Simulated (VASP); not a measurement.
# Settings for KBr: energy along a vibration (SMASS = -2)

KBr, atoms displaced along the mode, 2 atoms in the cell. PBE, energy along a line of displacements; PAW potentials Br, K_sv (PBE set). VASP 6.6.1.

Wanted: harmonic frequency within 1 %.

Mode: optical mode at Gamma along x.

POSCAR of the starting run:
```
KBr
1.0
    0.0000000000      3.3000000000      3.3000000000
    3.3000000000      0.0000000000      3.3000000000
    3.3000000000      3.3000000000      0.0000000000
Br K
1 1
Direct
    0.5039824339      0.4960175661      0.4960175661
   -0.0081387783      0.0081387783      0.0081387783

    0.0065710159   0.0000000000   0.0000000000
   -0.0134289841   0.0000000000   0.0000000000
```

The series start from k mesh: 4 × 4 × 4; Cutoff (eV): 340; Step along the mode (Å): 0.02; Electronic threshold (eV): 1e-7; Precision and projection: Accurate, reciprocal space. Each series keeps the choices made before it, and each single choice may use up half of a tolerance.

## k mesh

| k mesh | Harmonic frequency (THz) | Time (s) |
|---|---|---|
| 2 × 2 × 2 | 3.218 | 8.4 |
| 3 × 3 × 3 | 3.398 | 9.8 |
| 4 × 4 × 4 | 3.41 | 18 |
| 5 × 5 × 5 | 3.412 | 26 |
| 6 × 6 × 6 (reference) | 3.412 | 40 |

## Cutoff (eV)

| Cutoff (eV) | Harmonic frequency (THz) | Time (s) |
|---|---|---|
| 190 | 3.293 | 6.8 |
| 230 | 3.392 | 7.0 |
| 260 | 3.402 | 9.5 |
| 300 | 3.398 | 9.6 |
| 340 | 3.398 | 9.8 |
| 390 (reference) | 3.398 | 11 |

## Electronic threshold (eV)

| Electronic threshold (eV) | Harmonic frequency (THz) | Time (s) |
|---|---|---|
| 0.001 | 3.385 | 5.6 |
| 0.0001 | 3.394 | 6.0 |
| 1e-5 | 3.394 | 6.2 |
| 1e-6 | 3.393 | 6.8 |
| 1e-7 | 3.393 | 8.3 |
| 1e-8 (reference) | 3.393 | 9.0 |

## Precision and projection

| Precision and projection | Harmonic frequency (THz) | Time (s) |
|---|---|---|
| Accurate, reciprocal space | 3.385 | 5.6 |
| Normal, reciprocal space | 3.388 | 4.1 |
| Normal, Auto | 3.384 | 4.7 |

## Question

The rows run from the loosest to the tightest (no order: precision and projection). For each series: choose the loosest value from which every tighter one stays within half of the tolerance; where there is no order, keep the first row unless others stay within half of the tolerance and take at least 30 % less time, and then take the fastest.

## Answer

- k mesh: 3 × 3 × 3
- Cutoff (eV): 230
- Electronic threshold (eV): 0.001
- Precision and projection: Accurate, reciprocal space

Also changed on the way, by series that aren't shown: Step along the mode (Å): 0.08.

## All choices together

| Input | Harmonic frequency (THz) | Time (s) |
|---|---|---|
| defaults on a coarse mesh (naive) | 3.473 | 2.3 |
| chosen settings | 3.385 | 5.6 |
| reference settings throughout | 3.414 | 46 |

The tolerance is met.

## The input

INCAR:
```
ALGO     = Normal         # electronic algorithm
EDIFF    = 0.001          # SCF threshold, eV
ENCUT    = 230            # plane-wave cutoff, eV
GGA      = PE             # functional
IBRION   = 0              # ionic algorithm
ISMEAR   = 0              # smearing method
ISYM     = 0            
KPAR     = 2            
LASPH    = True           # aspherical terms in the spheres
LCHARG   = False          # write CHGCAR
LREAL    = False          # projectors in reciprocal space
LWAVE    = False          # write WAVECAR
NELMIN   = 4            
NSW      = 9              # ionic steps
POTIM    = 1              # step
PREC     = Accurate       # precision mode
SIGMA    = 0.03           # smearing width, eV
SMASS    = -2            
```

KPOINTS:
```
Automatic mesh
0
Gamma
  3 3 3
  0 0 0
```

POSCAR:
```
KBr
1.0
    0.0000000000      3.3000000000      3.3000000000
    3.3000000000      0.0000000000      3.3000000000
    3.3000000000      3.3000000000      0.0000000000
Br K
1 1
Direct
    0.5159297354      0.4840702646      0.4840702646
   -0.0325551131      0.0325551131      0.0325551131

    0.0262840634   0.0000000000   0.0000000000
   -0.0537159366   0.0000000000   0.0000000000
```

Commands:
```
cat potpaw_PBE.64/Br/POTCAR potpaw_PBE.64/K_sv/POTCAR > POTCAR
mpirun -np 2 vasp_std > vasp.out
```

Limits: NELMIN = 4 forces that many electronic steps, so a loose EDIFF looks better here than it is.

The chosen input took VASP 6.6.1 5.6 s on 2 cores (AMD EPYC 9R45 (Zen 5)), a shared host.

## An input that fails: POTIM multiplies the typed steps tenfold

It runs to its end, but against the unchanged starting input it is off by 2627 % in the harmonic frequency.

Changes against the starting input:
```
- POTIM = 1
+ POTIM = 10
```
